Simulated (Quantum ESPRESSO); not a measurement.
# SiO2 (Fddd) in Quantum ESPRESSO: single point with PBE

Aim: the single point of SiO2 with PBE.

Program: Quantum ESPRESSO 7.5. These are calculated values, not measurements. Logs are shortened: lines on timing, memory, paths and dates and some standing lists are left out, and cuts for length are marked.

## 1. Starting point

It takes space group Fddd (No. 70, orthorhombic). Conventional cell: a = 4.719 Å, b = 9.433 Å, c = 14.726 Å, α = 90.00°, β = 90.00°, γ = 90.00°. Around Si (site symmetry 2) lie 4 O at 1.60 to 1.62 Å. O (site symmetry 2) has 2 Si at 1.62 Å as nearest neighbours. O (site symmetry -1) has 2 Si at 1.60 Å as nearest neighbours.

The cell comes from a database or a generator and needn't be the stable form of this composition.

## 2. Single point, PBE

run.py

```python
import numpy as np
from ase.calculators.espresso import Espresso, EspressoProfile
from ase.io import read

atoms = read('POSCAR')

input_data = {
    'control': {'calculation': 'scf', 'prefix': 'pwscf', 'outdir': './tmp', 'tprnfor': True, 'tstress': True, 'disk_io': 'nowf'},
    'system': {'ecutwfc': 55.0, 'ecutrho': 440.0, 'nbnd': 43, 'occupations': 'smearing', 'smearing': 'fd', 'degauss': 0.00367493},
    'electrons': {'conv_thr': 2.4e-09, 'electron_maxstep': 120, 'mixing_beta': 0.5},
}
pseudopotentials = {'O': 'O.pbe-n-kjpaw_psl.0.1.UPF', 'Si': 'Si.pbe-n-rrkjus_psl.1.0.0.UPF'}
profile = EspressoProfile(command='pw.x', pseudo_dir='pseudo')
atoms.calc = Espresso(profile=profile, input_data=input_data, pseudopotentials=pseudopotentials, kpts=(7, 7, 7), koffset=(0, 0, 0))

print(f'energy {atoms.get_potential_energy():.8f} eV')
print('forces (eV/A)')
print(np.round(atoms.get_forces(), 6))
print('stress (eV/A^3, Voigt)')
print(np.round(atoms.get_stress(), 8))
print(f'Fermi level {atoms.calc.get_fermi_level():.4f} eV')
```

POSCAR

```
SiO2
1.0
    0.0000000000      4.7162571100      7.3627753715
    2.3595806657      0.0000000000      7.3627753715
    2.3595806657      4.7162571100      0.0000000000
Si O
4 8
Direct
    0.9367689200      0.9367689200      0.5632310800
    0.6867689200      0.6867689200      0.3132310800
    0.3132310800      0.3132310800      0.6867689200
    0.5632310800      0.5632310800      0.9367689200
    0.0634396000      0.4365604000      0.0634396000
    0.4365604000      0.0634396000      0.4365604000
    0.8134396000      0.1865604000      0.8134396000
    0.1865604000      0.8134396000      0.1865604000
    0.1250000000      0.6250000000      0.6250000000
    0.6250000000      0.6250000000      0.6250000000
    0.6250000000      0.6250000000      0.1250000000
    0.6250000000      0.1250000000      0.6250000000
```

Potentials or basis: SSSP 1.3 efficiency PBE.

Run with:

```console
OMP_NUM_THREADS=2 python run.py
```

Log:

```text
energy -5174.17011618 eV
forces (eV/A)
[[-0.        0.        0.063379]
 [ 0.        0.        0.063379]
 [-0.       -0.       -0.063379]
 [ 0.       -0.       -0.063379]
 [ 0.        0.401927 -0.      ]
 [ 0.       -0.401927 -0.      ]
 [-0.        0.401927 -0.      ]
 [ 0.       -0.401927 -0.      ]
 [ 0.        0.       -0.      ]
 [-0.        0.       -0.      ]
 [ 0.       -0.        0.      ]
 [ 0.       -0.       -0.      ]]
stress (eV/A^3, Voigt)
[-0.03318681 -0.03457506 -0.03370648 -0.         -0.         -0.        ]
Fermi level 6.3618 eV
```

espresso.pwi:

```text
&CONTROL
   calculation      = 'scf'
   tstress          = .true.
   tprnfor          = .true.
   outdir           = './tmp'
   prefix           = 'pwscf'
   disk_io          = 'nowf'
   pseudo_dir       = 'pseudo'
/
&SYSTEM
   nbnd             = 43
   ecutwfc          = 55.0
   ecutrho          = 440.0
   occupations      = 'smearing'
   degauss          = 0.00367493
   smearing         = 'fd'
   ntyp             = 2
   nat              = 12
   ibrav            = 0
/
&ELECTRONS
   electron_maxstep = 120
   conv_thr         = 2.4e-09
   mixing_beta      = 0.5
/
&IONS
/
&CELL
/
&FCP
/
&RISM
/
ATOMIC_SPECIES
Si 28.085 Si.pbe-n-rrkjus_psl.1.0.0.UPF
O 15.999 O.pbe-n-kjpaw_psl.0.1.UPF

K_POINTS automatic
7 7 7  0 0 0

CELL_PARAMETERS angstrom
0.00000000000000 4.71625711000000 7.36277537150000
2.35958066570000 0.00000000000000 7.36277537150000
2.35958066570000 4.71625711000000 0.00000000000000

ATOMIC_POSITIONS angstrom
Si 3.5393709985 7.0743856650 13.7944382659  
Si 2.3595806657 4.7162571100 10.1130505802  
Si 2.3595806657 4.7162571100 4.6125001628  
Si 3.5393709985 7.0743856650 8.2938878486  
O 1.1797903328 0.5983949291 3.6813876857  
O 1.1797903328 4.1178621809 3.6813876857  
O 2.3595806657 7.6727805941 7.3627753715  
O 2.3595806657 1.7597336259 7.3627753715  
O 2.9494758321 3.5371928325 5.5220815286  
O 2.9494758321 5.8953213875 9.2034692144  
O 1.7696854993 3.5371928325 9.2034692144  
O 1.7696854993 5.8953213875 5.5220815286
```

espresso.pwo:

```text
This program is part of the open-source Quantum ESPRESSO suite
     for quantum simulation of materials; please cite
         "P. Giannozzi et al., J. Phys.:Condens. Matter 21 395502 (2009);
         "P. Giannozzi et al., J. Phys.:Condens. Matter 29 465901 (2017);
         "P. Giannozzi et al., J. Chem. Phys. 152 154105 (2020);
     in publications or presentations arising from this work. More details at

Warning: card &CELL ignored
Warning: card &FCP ignored
Warning: card &RISM ignored

     file O.pbe-n-kjpaw_psl.0.1.UPF: wavefunction(s)  2P renormalized
     Message from routine setup:
     using ibrav=0 with symmetry is DISCOURAGED, use correct ibrav instead

     G-vector sticks info
     --------------------
     sticks:   dense  smooth     PW     G-vecs:    dense   smooth      PW
     Sum        5049    2523    741               172391    60919    9783

     Using Slab Decomposition

     bravais-lattice index     =            0
     lattice parameter (alat)  =      16.5233  a.u.
     unit-cell volume          =    1105.8608 (a.u.)^3
     number of atoms/cell      =           12
     number of atomic types    =            2
     number of electrons       =        64.00
     number of Kohn-Sham states=           43
     kinetic-energy cutoff     =      55.0000  Ry
     charge density cutoff     =     440.0000  Ry
     scf convergence threshold =      2.4E-09
     mixing beta               =       0.5000
     number of iterations used =            8  plain     mixing
     Exchange-correlation= SLA  PW   PBX  PBC
                           (   1   4   3   4   0   0   0)

     celldm(1)=  16.523334  celldm(2)=   0.000000  celldm(3)=   0.000000
     celldm(4)=   0.000000  celldm(5)=   0.000000  celldm(6)=   0.000000

     crystal axes: (cart. coord. in units of alat)
               a(1) = (   0.000000   0.539385   0.842059 )
               a(2) = (   0.269858   0.000000   0.842059 )
               a(3) = (   0.269858   0.539385   0.000000 )

     reciprocal axes: (cart. coord. in units 2 pi/alat)
               b(1) = ( -1.852823  0.926982  0.593782 )
               b(2) = (  1.852823 -0.926982  0.593782 )
               b(3) = (  1.852823  0.926982 -0.593782 )

     PseudoPot. # 1 for Si read from file:
     Si.pbe-n-rrkjus_psl.1.0.0.UPF
     Pseudo is Ultrasoft + core correction, Zval =  4.0
     Generated using "atomic" code by A. Dal Corso  v.5.1
     Using radial grid of 1141 points,  6 beta functions with:
                l(1) =   0
                l(2) =   0
                l(3) =   1
                l(4) =   1
                l(5) =   2
                l(6) =   2
     Q(r) pseudized with 0 coefficients

     PseudoPot. # 2 for O  read from file:
     O.pbe-n-kjpaw_psl.0.1.UPF
     Pseudo is Projector augmented-wave + core cor, Zval =  6.0
     Generated using "atomic" code by A. Dal Corso  v.5.0.99 svn rev. 10869
     Shape of augmentation charge: BESSEL
     Using radial grid of 1095 points,  4 beta functions with:
                l(1) =   0
                l(2) =   0
                l(3) =   1
                l(4) =   1
     Q(r) pseudized with 0 coefficients

     atomic species   valence    mass     pseudopotential
     Si                4.00    28.08500     Si( 1.00)
     O                 6.00    15.99900     O ( 1.00)

      8 Sym. Ops., with inversion, found ( 4 have fractional translation)

   Cartesian axes

     site n.     atom                  positions (alat units)
         1        Si     tau(   1) = (   0.4047877   0.8090771   1.5776302  )
         2        Si     tau(   2) = (   0.2698585   0.5393848   1.1566005  )
         3        Si     tau(   3) = (   0.2698585   0.5393848   0.5275184  )
         4        Si     tau(   4) = (   0.4047877   0.8090771   0.9485481  )
         5        O      tau(   5) = (   0.1349292   0.0684367   0.4210297  )
         6        O      tau(   6) = (   0.1349292   0.4709480   0.4210297  )
         7        O      tau(   7) = (   0.2698585   0.8775138   0.8420594  )
         8        O      tau(   8) = (   0.2698585   0.2012557   0.8420594  )
         9        O      tau(   9) = (   0.3373231   0.4045386   0.6315446  )
        10        O      tau(  10) = (   0.3373231   0.6742309   1.0525743  )
        11        O      tau(  11) = (   0.2023938   0.4045386   1.0525743  )
        12        O      tau(  12) = (   0.2023938   0.6742309   0.6315446  )

     number of k points=    64  Fermi-Dirac smearing, width (Ry)=  0.0037
                       cart. coord. in units 2pi/alat
        k(    1) = (   0.0000000   0.0000000   0.0000000), wk =   0.0058309
        k(    2) = (   0.2646890   0.1324260  -0.0848260), wk =   0.0466472
        k(    3) = (   0.5293781   0.2648520  -0.1696521), wk =   0.0466472
        k(    4) = (   0.7940671   0.3972780  -0.2544781), wk =   0.0466472
        k(    5) = (   0.5293781   0.0000000   0.0000000), wk =   0.0116618
        k(    6) = (   0.7940671   0.1324260  -0.0848260), wk =   0.0466472
[... 56 lines left out ...]
        k(   63) = (  -0.0000000   0.0000000   0.5089563), wk =   0.0116618
        k(   64) = (  -0.2646890  -0.1324260   0.5937823), wk =   0.0233236

     Dense  grid:   172391 G-vectors     FFT dimensions: ( 120, 100,  72)

     Smooth grid:    60919 G-vectors     FFT dimensions: (  80,  72,  48)

     Initial potential from superposition of free atoms

     starting charge      63.9978, renormalised to      64.0000
     Starting wfcs are   48 randomized atomic wfcs

     Self-consistent Calculation

     iteration #  1     ecut=    55.00 Ry     beta= 0.50
     Davidson diagonalization with overlap
     ethr =  1.00E-02,  avg # of iterations =  3.5

     total energy              =    -379.30265314 Ry
     estimated scf accuracy    <       3.12667691 Ry
[... 26 lines left out ...]
     total energy              =    -380.29440665 Ry
     estimated scf accuracy    <       0.00285202 Ry

     iteration #  6     ecut=    55.00 Ry     beta= 0.50
     Davidson diagonalization with overlap
     c_bands:  1 eigenvalues not converged
     ethr =  4.46E-06,  avg # of iterations =  7.6

     total energy              =    -380.29436871 Ry
     estimated scf accuracy    <       0.00059174 Ry

     iteration #  7     ecut=    55.00 Ry     beta= 0.50
     Davidson diagonalization with overlap
     ethr =  9.25E-07,  avg # of iterations =  3.4
[... 25 lines left out ...]
     iteration # 11     ecut=    55.00 Ry     beta= 0.50
     Davidson diagonalization with overlap
     ethr =  1.99E-11,  avg # of iterations =  3.1

     End of self-consistent calculation

          k = 0.0000 0.0000 0.0000 (  7635 PWs)   bands (ev):

   -17.6176 -16.7007 -16.6732 -15.6225 -15.5794 -15.4724 -15.4388 -15.4285
    -7.7998  -5.9772  -5.0640  -4.1026  -3.9448  -3.5612  -3.3351  -3.1100
    -1.3436  -0.8219  -0.8043  -0.7927  -0.5978  -0.3473  -0.2930   0.0317
     0.0668   0.1834   0.6394   1.0523   1.1756   1.3755   1.7727   1.8140
     7.5980  10.1253  10.2010  10.5306  10.6443  11.7068  12.0590  12.2222
    12.9634  13.5540  13.7366
[... 102 lines left out ...]
   -17.2623 -17.0562 -16.3398 -16.0458 -15.5505 -15.5182 -15.4723 -15.4667
    -6.9429  -6.2306  -5.0190  -4.5843  -3.6585  -3.4297  -3.3467  -3.3042
    -1.2878  -1.0222  -0.9485  -0.7729  -0.6538  -0.3695  -0.0840   0.0921
     0.2534   0.3161   0.4668   0.7847   0.9357   1.1152   1.5626   1.6961
     9.4675  10.1987  10.9668  11.3318  11.4428  11.6029  11.6324  12.1230
    12.9875  13.1091  13.6368

          k = 0.0000-0.5297 0.3393 (  7631 PWs)   bands (ev):

   -17.3875 -17.0679 -16.3016 -15.9180 -15.5710 -15.5111 -15.4482 -15.4450
    -7.1421  -6.3499  -4.9102  -4.3970  -3.6425  -3.5475  -3.3785  -3.2988
    -1.2469  -0.9243  -0.8310  -0.7745  -0.5564  -0.5248  -0.0328  -0.0106
     0.1028   0.2672   0.5820   0.7942   1.0560   1.2189   1.4936   1.7028
     8.8007  10.1145  10.8235  10.9771  11.3818  11.5505  11.9287  12.1435
    12.9094  13.3656  13.7168
[... 444 lines left out ...]
   -17.3303 -17.2979 -15.9796 -15.8959 -15.6047 -15.5880 -15.4498 -15.4482
    -7.1165  -6.9706  -4.3587  -4.0849  -3.9449  -3.6918  -3.3369  -3.3351
    -1.1415  -1.0925  -0.8033  -0.7584  -0.5506  -0.4924  -0.0764  -0.0545
     0.0892   0.1891   0.8878   1.0066   1.2106   1.3161   1.5335   1.6362
     8.9473   8.9753  10.7213  10.7923  11.1974  11.2393  11.7493  11.9822
    12.9320  13.0016  13.5870

     the Fermi energy is     6.3618 ev

!    total energy              =    -380.29452245 Ry
     estimated scf accuracy    <          2.1E-09 Ry
     smearing contrib. (-TS)   =      -0.00000000 Ry
     internal energy E=F+TS    =    -380.29452245 Ry

     The total energy is F=E-TS. E is the sum of the following terms:
     one-electron contribution =    -160.78535717 Ry
     hartree contribution      =     113.71565124 Ry
     xc contribution           =     -85.96394347 Ry
     ewald contribution        =    -171.30019439 Ry
     one-center paw contrib.   =     -75.96067866 Ry

     convergence has been achieved in  11 iterations

     Forces acting on atoms (cartesian axes, Ry/au):

     atom    1 type  1   force =    -0.00000000    0.00000000    0.00246507
     atom    2 type  1   force =     0.00000000    0.00000000    0.00246507
     atom    3 type  1   force =    -0.00000000   -0.00000000   -0.00246507
     atom    4 type  1   force =     0.00000000   -0.00000000   -0.00246507
     atom    5 type  2   force =     0.00000000    0.01563249   -0.00000000
     atom    6 type  2   force =     0.00000000   -0.01563249   -0.00000000
     atom    7 type  2   force =    -0.00000000    0.01563249   -0.00000000
     atom    8 type  2   force =     0.00000000   -0.01563249   -0.00000000
     atom    9 type  2   force =     0.00000000    0.00000000   -0.00000000
     atom   10 type  2   force =    -0.00000000    0.00000000   -0.00000000
     atom   11 type  2   force =     0.00000000   -0.00000000    0.00000000
     atom   12 type  2   force =     0.00000000   -0.00000000   -0.00000000

     Total force =     0.031651     Total SCF correction =     0.000074

     Computing stress (Cartesian axis) and pressure

          total   stress  (Ry/bohr**3)                   (kbar)     P=       54.19
   0.00036145   0.00000000   0.00000000           53.17        0.00        0.00
   0.00000000   0.00037657   0.00000000            0.00       55.40        0.00
   0.00000000  -0.00000000   0.00036711            0.00       -0.00       54.00

=------------------------------------------------------------------------------=
   JOB DONE.
=------------------------------------------------------------------------------=
```

Run time: 11 min. Hardware: 2 threads of AMD EPYC 9R45 (Zen 5), shared host; peak memory 0.97 GiB.

Results:

```
Free energy            : -5174.1706 eV
Pressure               : 5.4 GPa
Largest force          : 0.402 eV/Å
Band gap on the k mesh : 5.78 eV, direct
```

Forces in eV/Å, atoms in the order of the input:
```
Si   0.000  0.000  0.063
Si   0.000  0.000  0.063
Si   0.000  0.000 -0.063
Si   0.000  0.000 -0.063
O    0.000  0.402  0.000
O    0.000 -0.402  0.000
O    0.000  0.402  0.000
O    0.000 -0.402  0.000
O    0.000  0.000  0.000
O    0.000  0.000  0.000
O    0.000  0.000  0.000
O    0.000  0.000  0.000
```

Levels at points of the mesh, in eV from the valence-band top:
| k point | band 30 | band 31 | band 32 | band 33 | band 34 | band 35 |
| --- | --- | --- | --- | --- | --- | --- |
| (0.00, 0.00, 0.00) | -0.44 | -0.04 | 0.00 | 5.78 | 8.31 | 8.39 |

Caveat: an odd mesh through Γ misses points on the zone boundary, where band edges often lie.

## 3. The reference run

An earlier run on the cell as given: functional PBE; potentials or basis SSSP 1.3 efficiency PBE; cutoff 748 eV; density cutoff 5987 eV; k mesh 7 × 7 × 7; occupations fermi-dirac, width 0.05 eV; no spin polarisation.

- Pressure: 5.4 GPa
- Largest force: 0.402 eV/Å
- Band gap on the k mesh: 5.78 eV, direct
